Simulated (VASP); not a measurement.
Set up this calculation in VASP 6.6.1, as the native input.

| Quantity | Value |
| --- | --- |
| Task | band structure |
| Functional | B3LYP |
| Potentials or basis | VASP PAW PBE potentials, release 64 (Ag) |
| Cutoff | 520 eV |
| k mesh | 6 × 6 × 6 |
| Occupations | fermi-dirac, width 0.05 eV |
| Spin | no spin polarisation |
| Grid for exact exchange (PRECFOCK) | Fast |
| Exchange at q = 0 | default |
| Further INCAR settings | ALGO = Normal; EDIFF = 1e-07 |

Crystal: Ag.

```xyz
1
Lattice="0.0000 2.0427 2.0427 2.0427 0.0000 2.0427 2.0427 2.0427 0.0000" Properties=species:S:1:pos:R:3 pbc="T T T"
Ag    0.0000    0.0000    0.0000
```

These files were run (other wordings do the same):

POSCAR

```
Ag
1.0
    0.0000000000      2.0427500000      2.0427500000
    2.0427500000      0.0000000000      2.0427500000
    2.0427500000      2.0427500000      0.0000000000
Ag
1
Direct
    0.0000000000      0.0000000000      0.0000000000
```

INCAR.step1

```
PREC = Accurate
ENCUT = 520
EDIFF = 1E-5
ISMEAR = -1
SIGMA = 0.05
LREAL = F
LASPH = T
NELM = 60
ALGO = Normal
ISIF = 2
LWAVE = T
LCHARG = F
LMAXMIX = 4
GGA = PE
```

INCAR.step2

```
PREC = Accurate
ENCUT = 520
EDIFF = 1E-7
ISMEAR = -1
SIGMA = 0.05
LREAL = F
LASPH = T
NELM = 60
ALGO = Normal
ISIF = 2
LWAVE = F
LCHARG = F
LMAXMIX = 4
GGA = B3
LHFCALC = T
AEXX = 0.2
AGGAX = 0.72
AGGAC = 0.81
ALDAC = 0.19
PRECFOCK = Fast
ISTART = 1
```

KPOINTS

```
regular mesh
0
Gamma
  6 6 6
```

KPOINTS_OPT

```
path GXWKGLUWLK,UX
10
line-mode
reciprocal
 0.0000000000  0.0000000000  0.0000000000  G
 0.5000000000  0.0000000000  0.5000000000  X

 0.5000000000  0.0000000000  0.5000000000  X
 0.5000000000  0.2500000000  0.7500000000  W

 0.5000000000  0.2500000000  0.7500000000  W
 0.3750000000  0.3750000000  0.7500000000  K

 0.3750000000  0.3750000000  0.7500000000  K
 0.0000000000  0.0000000000  0.0000000000  G

 0.0000000000  0.0000000000  0.0000000000  G
 0.5000000000  0.5000000000  0.5000000000  L

 0.5000000000  0.5000000000  0.5000000000  L
 0.6250000000  0.2500000000  0.6250000000  U

 0.6250000000  0.2500000000  0.6250000000  U
 0.5000000000  0.2500000000  0.7500000000  W

 0.5000000000  0.2500000000  0.7500000000  W
 0.5000000000  0.5000000000  0.5000000000  L

 0.5000000000  0.5000000000  0.5000000000  L
 0.3750000000  0.3750000000  0.7500000000  K

 0.6250000000  0.2500000000  0.6250000000  U
 0.5000000000  0.0000000000  0.5000000000  X
```

Potentials or basis: VASP PAW PBE potentials, release 64 (Ag).

Command:

```console
$ cat potpaw_PBE.64/Ag/POTCAR > POTCAR
$ cp INCAR.step1 INCAR
$ mpirun -np 1 vasp_std > vasp.out
$ cp INCAR.step2 INCAR
$ mpirun -np 1 vasp_std > vasp.out
```

Results of the run:

The pressure is 10.9 GPa.

Caveat: the k mesh is coarse (spacing up to 0.44 Å⁻¹), so the values aren't converged, least of all with exact exchange; an unscreened hybrid on a path of extra k points without a Coulomb cutoff has errors near the mesh points, so the bands along the path aren't reliable; the PAW data sets were made with another functional, which shifts forces and pressure a little.

Wall time 9.4 min on 1 thread of Intel(R) Xeon(R) 6975P-C (Granite Rapids) (shared host), peak memory 0.16 GiB.
